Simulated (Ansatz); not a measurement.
**Varying the input for Mg**

The reference input for Ansatz (plane-wave DFT with PAW):

```yaml
crystal:
  lattice:
    - [3.0502998005, 0.0, 0.0]
    - [-1.5251499003, 2.6416371164, 0.0]
    - [0.0, 0.0, 3.04483757]
  atoms:
    - { symbol: Mg, position: [0.0, 0.0, 0.0] }
basis:
  ecutwfc: 420
kpoints:
  mp_grid: { grid: [9, 9, 8] }
hamiltonian:
  xc: pbe
scf:
  occupations: { method: gaussian, width: 0.1 }
output:
  forces: true
  stress: true
  eigenvalues: true
```

Command:

```bash
ansatz run input.yaml --threads 1 --pin off --max-ram 1331MiB --backend cpu --events-out ev --progress --plain --runs-dir out
```

The run converges in 6 SCF iterations on 60 irreducible k-points: pressure 1.27 GPa, no gap.

The inputs are trials, many of them unsound on purpose. Their numbers show the effect of the settings and aren't properties of the material. Each trial's input is given as a difference from the reference's; energies are extrapolated to zero smearing where there is one, and pressure is positive in compression.

Trial 1:

```diff
 hamiltonian:
-  xc: pbe
+  xc: pw92
 scf:
+  algorithm: direct_min
+  max_iter: 51
```

The run converges in 4 SCF iterations on 60 irreducible k-points: pressure -0.54 GPa, no gap.

Trial 2:

```diff
 basis:
-  ecutwfc: 420
+  ecutwfc: 500
 kpoints:
-  mp_grid: { grid: [9, 9, 8] }
+  mp_grid: { grid: [7, 3, 2] }
 hamiltonian:
-  xc: pbe
+  xc: r2scan
```

The run converges in 6 SCF iterations on 22 irreducible k-points: pressure 1.73 GPa, no gap. It warns that the mesh lowers the symmetry.

Trial 3 (strained):

```diff
 crystal:
   lattice:
-    - [3.0502998005, 0.0, 0.0]
-    - [-1.5251499003, 2.6416371164, 0.0]
-    - [0.0, 0.0, 3.04483757]
+    - [2.9359666176, -0.0838190255, -0.0660361007]
+    - [-1.5405727142, 2.772717127, -0.0553490348]
+    - [-0.0659178486, -0.1018548003, 3.1974547795]
```

The run converges in 6 SCF iterations on 325 irreducible k-points: energy 17.0 meV per atom above the reference, pressure 0.62 GPa, no gap.

Trial 4 (strained):

```diff
 crystal:
   lattice:
-    - [3.0502998005, 0.0, 0.0]
-    - [-1.5251499003, 2.6416371164, 0.0]
-    - [0.0, 0.0, 3.04483757]
+    - [3.1604059131, -0.0283993129, 0.0086710885]
+    - [-1.604797483, 2.6150884164, -0.0517949144]
+    - [0.008655561, -0.0547032264, 3.1328300102]
+  symmetry: { detect: true }
 kpoints:
-  mp_grid: { grid: [9, 9, 8] }
+  mp_grid: { grid: [3, 3, 2], shift: [0.25, 0.25, 0.25] }
 hamiltonian:
-  xc: pbe
+  xc: lda
+  dispersion: none
 scf:
-  occupations: { method: gaussian, width: 0.1 }
+  occupations: { method: methfessel_paxton }
```

The run converges in 5 SCF iterations on 18 irreducible k-points: pressure -0.76 GPa, no gap.

Trial 5:

```diff
-basis:
-  ecutwfc: 420
+basis: {}
 hamiltonian:
-  xc: pbe
+  xc: lda
 scf:
-  occupations: { method: gaussian, width: 0.1 }
+  occupations: { method: methfessel_paxton, width: 0.033 }
```

The run converges in 5 SCF iterations on 60 irreducible k-points: pressure -0.47 GPa, no gap.

Trial 6:

```diff
 hamiltonian:
-  xc: pbe
+  xc: revpbe
 scf:
-  occupations: { method: gaussian, width: 0.1 }
+  occupations: { method: tetrahedron_uncorrected }
```

The run converges in 6 SCF iterations on 60 irreducible k-points: pressure 2.66 GPa, no gap. It warns that the printed bands weren't solved further after the SCF.